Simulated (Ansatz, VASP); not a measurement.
## One calculation of W, two programs

```
W
1.0
    -1.59876    1.59876    1.59876
     1.59876   -1.59876    1.59876
     1.59876    1.59876   -1.59876
W
1
Direct
  0.00000 0.00000 0.00000
```

Alike in both runs: functional RPBE; k mesh 14 × 14 × 14; occupations fermi-dirac, width 0.1 eV; no spin polarisation.

Ansatz relaxed the structure, and its values are those at the end. VASP's run is a single point on that final structure, the one shown.

|  | VASP | Ansatz |
| --- | --- | --- |
| version | VASP 6.6.1 | Ansatz 0.2.0 |
| potentials or method | VASP PAW PBE potentials, release 64 (W_sv) | plane waves (420 eV) with PAW, scalar-relativistic |
| plane-wave cutoff (eV) | 520 | 420 |
| valence electrons in the cell | 14 | 14 |

Ansatz gave:

* pressure (GPa): 0.0

Problem. What did VASP give for the same quantities?

Solution. Pressure (GPa): 0.4.

The functional is the same, so the differences come from potentials, cutoffs and numerics.

Caveats: the PAW data sets were made with another functional, which shifts forces and pressure a little (VASP). The runs have no spin-orbit coupling, so splittings on W are missing.
